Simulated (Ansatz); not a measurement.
# SiC16: the cost of one run

Program: Ansatz 0.2.0. Level of theory: DFT PBE+D3(BJ), scalar-relativistic, plane waves, PAW. These are calculated values, not measurements.

1 further run of the same task is left out (set aside as unsound or not needed). Runs told in other sessions of the task aren't counted.

### 1 The system as given

Symmetry: C2/m, No. 12, monoclinic system. Conventional cell: a = 4.269 Å, b = 2.465 Å, c = 3.661 Å, α = 90.00°, β = 112.72°, γ = 90.00°. Around C (site symmetry m) lie 3 C at 1.42 Å.

Cell or atoms stand a little off a more symmetric structure (R-3m at a tolerance of 0.3 Å), so results at this geometry aren't those of that ideal crystal.

As a file:

```xyz
2
Lattice="2.1347 -1.2325 -0.0092 2.1347 1.2325 -0.0092 -1.3991 0.0000 3.3829" Properties=species:S:1:pos:R:3 pbc="T T T"
C     3.5578    0.0000   -0.0150
C    -0.6875    0.0000    3.3794
```

It goes back to an entry of the Materials Project, which need not be the stable form.

This cell was relaxed beforehand with the same method: volume 8.88 Å³/atom, gap on the mesh 0.69 eV.

### 2 Plan of the scan

Atoms count from 1 in the order of the input.

Si is moved over the surface cell at a fixed height above a rigid substrate; the origin of the map has the adsorbate above C15; the height is held at 3.10 Å.

First coordinate, position of Si17 along the first surface vector, from above C15: 6 values from 0.000 to 0.833, periodic. Second coordinate, position of Si17 along the second surface vector, from above C15: 6 values from 0.000 to 0.833, periodic.

Nothing else is relaxed. Points are written as (first, second).

The two vectors of the plane (Å): (2.465, 0.000, 0.000); (0.000, 4.422, 0.000).

### 3 Grid point (2/6, 0/6) of the map's two axes

The cell repeats along c, and a dipole correction in the vacuum removes the field between the copies.

File input.yaml:

```yaml
crystal:
  lattice:
    - [4.9298676348, 0.0, 0.0]
    - [0.0, 4.4224271207, 0.0]
    - [0.0, 0.0, 22.6937313581]
  atoms:
    - { symbol: C, position: [0.25, 0.4155274479, 0.1762601283] }
    - { symbol: C, position: [0.75, 0.4155274479, 0.1762601283] }
    - { symbol: C, position: [0.0, 0.5195584896, 0.2001805573] }
    - { symbol: C, position: [0.5, 0.5195584896, 0.2001805573] }
    - { symbol: C, position: [0.0, 0.7272227604, 0.2480854171] }
    - { symbol: C, position: [0.5, 0.7272227604, 0.2480854171] }
    - { symbol: C, position: [0.25, 0.8312538021, 0.2720058461] }
    - { symbol: C, position: [0.75, 0.8312538021, 0.2720058461] }
    - { symbol: C, position: [0.25, 0.0442062586, 0.3198735144] }
    - { symbol: C, position: [0.75, 0.0442062586, 0.3198735144] }
    - { symbol: C, position: [0.0, 0.1500827603, 0.3425973154] }
    - { symbol: C, position: [0.5, 0.1500827603, 0.3425973154] }
    - { symbol: C, position: [0.0, 0.3779814405, 0.3900562972] }
    - { symbol: C, position: [0.5, 0.3779814405, 0.3900562972] }
    - { symbol: C, position: [0.25, 0.4764233498, 0.4095285703] }
    - { symbol: C, position: [0.75, 0.4764233498, 0.4095285703] }
    - { symbol: Si, position: [0.4166666667, 0.4764233498, 0.5461301697], spin: 2.0 }
basis:
  ecutwfc: 420
kpoints:
  mp_grid: { grid: [6, 6, 1] }
hamiltonian:
  xc: pbe
  pseudopotentials: { kind: paw, azcp: { folder: soft_1 } }
  dispersion: d3bj
scf:
  occupations: { method: gaussian, width: 0.05 }
output:
  forces: true
  eigenvalues: true
  populations: true
magnetization:
  spin_polarized: true
efield:
  axis: 3
  dipole_correction: true
  ramp_width: 0.04
```

Command:

```bash
ansatz run input.yaml --threads 2 --pin off --max-ram 6144MiB --backend cpu --events-out ev --progress --plain --runs-dir out
```

What time and memory should one allow on 2 threads of Arm Neoverse V1, shared host?

About 2.5 min, with a peak of 1.1 GiB.
